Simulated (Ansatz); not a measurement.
A sound run on Mn (P63/mmc), free moments from the typed start (DFT, PBE, PAW with Ansatz's default frozen-core files, scalar-relativistic (Ansatz)):

```yaml
crystal:
  lattice:
    - [2.4836457705, 0.0, 0.0]
    - [-1.2418228852, 2.1509003313, 0.0]
    - [0.0, 0.0, 4.026195]
  atoms:
    - { symbol: Mn, position: [0.6666666667, 0.3333333333, 0.75], spin: 4.0 }
    - { symbol: Mn, position: [0.3333333333, 0.6666666667, 0.25], spin: 4.0 }
magnetization:
  spin_polarized: true
kpoints:
  mp_grid: { grid: [15, 15, 8] }
scf:
  occupations: { method: fermi_dirac, width: 0.05 }
  lower_state_search: "off"
hamiltonian:
  xc: pbe
  pseudopotentials: { kind: paw }
output:
  forces: true
  stress: true
  eigenvalues: true
  populations: true
  dos: { projected: true, de: 0.1, e_range: [-8, 5] }
  write_density: true
  write_potential: true
  elf: true
  volumetric_format: npy
```

It converged in 14 iterations. The moments died out: the run ends unmagnetised. Pressure -1.16 GPa.

The input is then changed, output keys apart:

```diff
+  hubbard: { sites: [{ species: Mn, l: d, u_eff: 2.0 }], double_counting: amf }
+basis:
+  ecutwfc: "450 eV"
```

Question: How does the run end?

Answer: The calculation finished and met its thresholds. Free energy -7797.5863 eV against -7797.5826 eV (not comparable, since the functional, the files or the filling changed), cell moment 0.00 μB, pressure -1.14 GPa.
```
Mn: projections on atomic orbitals take those of the free atom [Ne] 3s2 3p6 3d5 4s2, of charge +0.00 (hamiltonian.pseudopotentials.projection_atoms); the dataset's partial waves leave at most 9.0e-7 of an orbital's norm unspanned inside its sphere
Engine: ansatz 0.2.0
Pseudopotentials: kind: paw
Pseudopotential: Mn, paw, valence charge 15, recommended cutoff 420 eV (normal), Mn.paw.azcp
Functional definition: PBE
  parameter kappa = 0.804
  parameter beta = 0.06672455060314922
  exchange = pbe_x(kappa = kappa, mu = beta*pi^2/3)
  correlation = pbe_c(beta = beta)
Crystal: 2 atoms, lattice volume = 21.508 Å³
Basis set: ecut = 450 eV, 463 PW (Γ), exchange–correlation on 36×36×60 points (8 copies of the dense FFT grid, shifted against one another)
Bands: 23, of which v1, the nominal top of the filled ones, is band 15 counted from 1 (14 counted from 0)
Symmetry: 24 space group operations
Space group: P63/mmc (ITA 194), of the structure as read, at distance tolerance 2.8e-5 Å
Magnetic group: BNS 194.263 (UNI 1493), of the structure as read, at distance tolerance 2.8e-5 Å
k-points: 135 of 1800
Non-local potential: Mn, projectors of the file, l = 0: 3, l = 1: 2, l = 2: 3, l = 3: 1
PAW form: soft (Blöchl's): semilocal exchange-correlation on the pseudo side does not see the compensation charge
PAW one-centre angular grid: Mn, 590 points (default); XC on 64 Gauss nodes
Initial density: superposition of atomic densities (chi_scale 0.1, normalization cell)
Starting moments: Σ|m| = 8 μB on 2 of 2 sites
[...]
--- Forces (eV/Å), atoms counted from 1 ---
  atom   1  Mn    -0.00000000     0.00000000     0.00000000
  atom   2  Mn     0.00000000    -0.00000000     0.00000000
  max |Σ_I F_I| component: 1.16e-18 eV/Å
--- Stress (GPa, compression-positive) ---
       -1.612955       0.000000       0.000000
        0.000000      -1.612955       0.000000
        0.000000       0.000000      -0.182630
  P = ⅓ Tr σ = -1.1362 GPa (-11.362 kbar)
--- Band table (eV; the first three rows and the last of 270) ---
  k-point 0 ↑: bands = ["-58.9928", "-58.8329", "-28.0567", "-27.3881", "-27.3881", "-27.2839", "-27.2839", "-27.2794", "11.9465", "15.6865", "19.1453", "19.2207", "19.2207", "19.6912", "19.6912", "20.2655", "20.2655", "20.8426", "21.8260", "21.8260", "29.3903", "40.8750", "44.1080"]
  k-point 1 ↑: bands = ["-58.9867", "-58.8390", "-28.0280", "-27.3842", "-27.3842", "-27.3099", "-27.2879", "-27.2879", "12.1139", "15.6626", "19.0811", "19.1693", "19.1693", "19.6291", "19.6291", "20.3833", "20.3990", "20.3990", "21.8181", "21.8181", "30.1251", "40.7043", "43.7316"]
  k-point 2 ↑: bands = ["-58.9695", "-58.8564", "-27.9458", "-27.3963", "-27.3729", "-27.3729", "-27.2993", "-27.2993", "12.6003", "15.5158", "18.9099", "19.0923", "19.0923", "19.4626", "19.4745", "19.4745", "20.7088", "20.7088", "21.7694", "21.7694", "31.9302", "40.1976", "42.6461"]
  k-point 134 ↓: bands = ["-58.7996", "-58.7996", "-27.8910", "-27.8910", "-27.7304", "-27.7304", "-27.4157", "-27.4157", "17.4161", "17.4161", "17.4441", "17.4441", "18.5582", "18.5582", "20.2098", "20.2098", "21.8337", "21.8337", "27.9061", "27.9061", "29.5928", "29.5928", "32.2382"]
Occupation matrices written to <dir>
--- Löwdin populations: 2 sites ---
  site symbol       q [e]    m [muB]
     0     Mn     14.8413     0.0000
     1     Mn     14.8413     0.0000
  spilling = 0.010577 (of n_electrons = 30.000000)
```
